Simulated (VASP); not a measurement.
Here is a VASP 6.6.1 calculation.

Contents of run.py:

```python
from ase.calculators.vasp import Vasp
from ase.eos import EquationOfState
from ase.io import Trajectory
from ase.io import read
from ase.units import GPa

atoms = read('POSCAR')
calc = Vasp(
    directory='calc',
    xc='scan',
    pp='PBE',
    setups='recommended',
    prec='Accurate',
    encut=520,
    ediff=1e-06,
    ismear=-5,
    sigma=0.05,
    lreal=False,
    lasph=True,
    nelm=100,
    algo='Normal',
    isif=2,
    lwave=False,
    lcharg=False,
    lmixtau=True,
    kpts=[8, 8, 8],
    gamma=True,
)
atoms.calc = calc
cell = atoms.cell.copy()
volumes, energies = [], []
traj = Trajectory('eos.traj', 'w')
for x in [0.94, 0.96, 0.98, 1.0, 1.02, 1.04, 1.06]:
    atoms.set_cell(cell * x ** (1 / 3), scale_atoms=True)
    volumes.append(atoms.get_volume())
    energies.append(atoms.get_potential_energy())
    traj.write(atoms)
    print(f'{x:5.2f} {volumes[-1]:12.5f} {energies[-1]:14.6f}')

v0, e0, B = EquationOfState(volumes, energies, eos='murnaghan').fit()
print(f'V0 = {v0:.4f} A^3, E0 = {e0:.6f} eV, B = {B / GPa:.2f} GPa')
```

The input POSCAR:

```
PbSe
1.0
    0.0000000000      3.0606500000      3.0606500000
    3.0606500000      0.0000000000      3.0606500000
    3.0606500000      3.0606500000      0.0000000000
Pb Se
1 1
Direct
    0.0000000000      0.0000000000      0.0000000000
    0.5000000000      0.5000000000      0.5000000000
```

Potentials or basis: VASP PAW PBE potentials, release 64 (Pb_d, Se).

Command:

```console
$ python run.py
```

Estimate the equilibrium volume.

29.18 Å³/atom.

Predict the pressure derivative of the bulk modulus.

4.2.

Estimate the bulk modulus.

52 GPa.

Energy against volume, from the lowest point:
```csv
volume (Å³/atom),energy (meV/atom)
26.951,31.72
27.524,16.86
28.097,6.92
28.671,1.45
29.244,0.00
29.818,2.23
30.391,7.65
```

Caveat: the PAW data sets were made with another functional, which shifts forces and pressure a little. The run has no spin-orbit coupling, so splittings on Pb are missing.

The cell as given is a measured one (28.67 Å³/atom); SCAN puts the equilibrium volume +1.8 % from it, thermal expansion not counted.
